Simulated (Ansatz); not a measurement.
# Zn (P6_3/mmc) in Ansatz: notebook

One crystal, Zn, is run at these levels: PBE+D3(BJ)+ATM, r2SCAN+D3(BJ); tasks: phonons.

Program: Ansatz 0.2.0. These are calculated values, not measurements. Logs are shortened: lines on timing, memory, paths and dates and some standing lists are left out, and cuts for length are marked.

## Step 1: Starting point

Symmetry: P6_3/mmc, No. 194, hexagonal system. The conventional cell has a = 2.670 Å, b = 2.670 Å, c = 4.966 Å, α = 90.00°, β = 90.00°, γ = 120.00°. Zn (site symmetry -6m2) has 12 Zn at 2.67 to 2.92 Å as nearest neighbours.

## Step 2: Phonons, PBE+D3(BJ)+ATM

File run.py:

```python
import json

import ase.io
import numpy as np
from ase.calculators.calculator import CalculationFailed, Calculator
from ase.stress import full_3x3_to_voigt_6_stress
from ase.units import GPa
from ase.vibrations import Vibrations

import ansatz as az

class AnsatzCalculator(Calculator):
    implemented_properties = ["energy", "free_energy", "forces", "stress", "magmom"]

    def calculate(self, atoms, properties, system_changes):
        super().calculate(atoms, properties, system_changes)
        structure = atoms.copy()
        structure.set_constraint()
        structure.set_momenta(None)
        structure.set_masses(None)
        outcome = (
            az.Crystal.from_ase(structure)
            .calculation()
            .basis(xc_grid=2)
            .kpoints(8, 8, 4)
            .functional("pbe", dispersion="d3bjatm")
            .pseudopotentials(kind="nc", accuracy="stringent")
            .scf(tolerance=2e-10)
            .occupations(method="fermi_dirac", width=0.01)
            .forces()
            .stress()
            .run(threads=2)
        )
        if not outcome.report["converged"]:
            raise CalculationFailed("SCF not converged")
        report = outcome.report
        self.results = {
            "free_energy": report["lagrangian_ev"],
            "energy": report["lagrangian_ev"],
            "forces": np.array(report["forces_ev_ang"]),
            "stress": -GPa * full_3x3_to_voigt_6_stress(report["stress_gpa"]),
            "magmom": report["magnetization_mub"],
        }

np.set_printoptions(precision=5, suppress=True, linewidth=110)
atoms = ase.io.read("POSCAR", format="vasp")
atoms.calc = AnsatzCalculator()
vib = Vibrations(atoms, delta=0.01)
vib.run()
vib.summary()
f = vib.get_frequencies()
json.dump({"q": [[0, 0, 0]], "cm": [(f.real - f.imag).tolist()]}, open("results.json", "w"))
```

File POSCAR:

```
Zn
1.0
    2.6700000000      0.0000000000      0.0000000000
   -1.3350000000      2.3122878281      0.0000000000
    0.0000000000      0.0000000000      4.9660000000
Zn
2
Direct
    0.6666666667      0.3333333333      0.7500000000
    0.3333333333      0.6666666667      0.2500000000
```

Potentials or basis: PseudoDojo stringent.

Launch:

```bash
$ python run.py
```

What it wrote:

```text
DeckWarning: basis.ecutwfc = 1142.878222 eV, auto-derived from the records' recommended cutoffs: set by Zn (normal level)
DeckWarning: The stringent table, which hamiltonian.pseudopotentials names, holds the potential of the library's standard table for Zn (one content_sha256, or a second file that the publisher made of the same generator input, which states another). The run takes no other species from the library, so that hamiltonian.pseudopotentials.accuracy: standard would change no potential of it. The deck needs no change, but a comparison wit [...]
PlacementWarning: RAYON_NUM_THREADS=2 ignored (pool sized by the plan → 2); use plan(threads=…)
---------------------
  #    meV     cm^-1
---------------------
  0    0.0       0.0
  1    0.0       0.0
  2    0.0       0.0
  3    8.3      66.7
  4    8.3      66.7
  5   16.9     136.0
---------------------
Zero-point energy: 0.017 eV
```

engine_input.yaml:

```text
crystal:
  lattice:
    - [2.67, 0.0, 0.0]
    - [-1.335, 2.3122878281, 0.0]
    - [0.0, 0.0, 4.966]
  atoms:
    - { symbol: Zn, position: [0.6666666667000001, 0.3333333333, 0.75] }
    - { symbol: Zn, position: [0.3333333333, 0.6666666667, 0.25] }
basis:
  xc_grid: 2
kpoints:
  mp_grid:
    grid: [8, 8, 4]
hamiltonian:
  xc: pbe
  dispersion: d3bjatm
  pseudopotentials:
    kind: nc
    accuracy: stringent
scf:
  convergence:
    dr2_threshold: 2.0e-10
  occupations:
    method: fermi_dirac
    width: 0.01
output:
  forces: true
  stress: true
```

Wall time 62 s (2 threads of Arm Neoverse V1, shared host); peak memory 0.52 GiB.

What came out:

| Item | Value |
| --- | --- |
| Free energy | -11377.3626 eV |
| Pressure | -4.2 GPa |
| Highest phonon frequency at Γ | 136 cm⁻¹ |

Stress tensor (GPa, compression positive):
```
-3.20  0.00  0.00
 0.00 -3.20  0.00
 0.00  0.00 -6.17
```

Phonon frequencies in cm⁻¹ (negative: imaginary):
| q point | frequencies |
| --- | --- |
| (0.000, 0.000, 0.000) | 0 0 0 67 67 136 |

Caveat: the cell is more than 3 GPa from zero pressure, which shifts response properties.

## Step 3: Phonons, r2SCAN+D3(BJ)

run.py, as its differences from that of step 2:

```diff
@@ -24,8 +24,8 @@
             .calculation()
-            .basis(xc_grid=2)
-            .kpoints(8, 8, 4)
-            .functional("pbe", dispersion="d3bjatm")
-            .pseudopotentials(kind="nc", accuracy="stringent")
+            .basis(xc_grid=3)
+            .kpoints(10, 10, 5)
+            .functional("r2scan", dispersion="d3bj")
+            .pseudopotentials(kind="paw")
             .scf(tolerance=2e-10)
-            .occupations(method="fermi_dirac", width=0.01)
+            .occupations(method="fermi_dirac", width=0.15)
             .forces()
@@ -47,3 +47,4 @@
 np.set_printoptions(precision=5, suppress=True, linewidth=110)
-atoms = ase.io.read("POSCAR", format="vasp")
+atoms = ase.io.read("Zn.cif")
+atoms.info.pop("occupancy", None)
 atoms.calc = AnsatzCalculator()
```

File Zn.cif:

```cif
data_Zn
_cell_length_a 2.67000000
_cell_length_b 2.67000000
_cell_length_c 4.96600000
_cell_angle_alpha 90.00000000
_cell_angle_beta 90.00000000
_cell_angle_gamma 120.00000000
_space_group_name_H-M_alt 'P6_3/mmc'
_space_group_name_Hall '-P 6c 2c'
_space_group_IT_number 194
loop_
_space_group_symop_operation_xyz
'x,y,z'
'-x,-y,-z'
'x-y,x,z+1/2'
'-x+y,-x,-z+1/2'
'-y,x-y,z'
'y,-x+y,-z'
'-x,-y,z+1/2'
'x,y,-z+1/2'
'-x+y,-x,z'
'x-y,x,-z'
'y,-x+y,z+1/2'
'-y,x-y,-z+1/2'
'-y,-x,-z+1/2'
'y,x,z+1/2'
'-x,-x+y,-z'
'x,x-y,z'
'-x+y,y,-z+1/2'
'x-y,-y,z+1/2'
'y,x,-z'
'-y,-x,z'
'x,x-y,-z+1/2'
'-x,-x+y,z+1/2'
'x-y,-y,-z'
'-x+y,y,z'
loop_
_atom_site_label
_atom_site_type_symbol
_atom_site_symmetry_multiplicity
_atom_site_Wyckoff_symbol
_atom_site_fract_x
_atom_site_fract_y
_atom_site_fract_z
_atom_site_occupancy
Zn1 Zn 2 c 0.6666666667 0.3333333333 0.7500000000 1
```

Potentials or basis: Ansatz PAW.

Launch:

```bash
$ python run.py
```

What it wrote:

```text
DeckWarning: basis.ecutwfc = 500 eV, auto-derived from the records' recommended cutoffs: set by Zn (their level for a meta-GGA)
DeckWarning: the engine holds no damping parameters fitted to this dispersion correction and functional, so the run takes those fitted to r2scan beside the three-body term, which d3bj leaves out (hamiltonian.dispersion, under Limitations)
PlacementWarning: RAYON_NUM_THREADS=2 ignored (pool sized by the plan → 2); use plan(threads=…)
---------------------
  #    meV     cm^-1
---------------------
  0    0.0       0.0
  1    0.0       0.0
  2    0.0       0.0
  3    8.5      68.9
  4    8.5      68.9
  5   13.7     110.9
---------------------
Zero-point energy: 0.015 eV
```

engine_input.yaml:

```text
crystal:
  lattice:
    - [2.67, 0.0, 0.0]
    - [-1.3349999999999993, 2.312287828104451, 0.0]
    - [0.0, 0.0, 4.966]
  atoms:
    - { symbol: Zn, position: [0.6666666667000001, 0.3333333333, 0.75] }
    - { symbol: Zn, position: [0.33333333330000003, 0.6666666667000001, 0.25] }
basis:
  xc_grid: 3
kpoints:
  mp_grid:
    grid: [10, 10, 5]
hamiltonian:
  xc: r2scan
  dispersion: d3bj
  pseudopotentials:
    kind: paw
scf:
  convergence:
    dr2_threshold: 2.0e-10
  occupations:
    method: fermi_dirac
    width: 0.15
output:
  forces: true
  stress: true
```

Run time: 52 s. Hardware: 2 threads of Arm Neoverse V1, shared host; peak memory 0.54 GiB.

Results:

| Property | Result |
| --- | --- |
| Free energy | -6651.7160 eV |
| Pressure | -6.9 GPa |
| Highest phonon frequency at Γ | 111 cm⁻¹ |

Phonon frequencies in cm⁻¹ (negative: imaginary):
| q point | frequencies |
| --- | --- |
| (0.000, 0.000, 0.000) | 0 0 0 69 69 111 |

Caveat: the cell is more than 3 GPa from zero pressure, which shifts response properties; the PAW data sets were made with another functional, which shifts forces and pressure a little; the dispersion damping was fitted for another functional or another form of the correction.
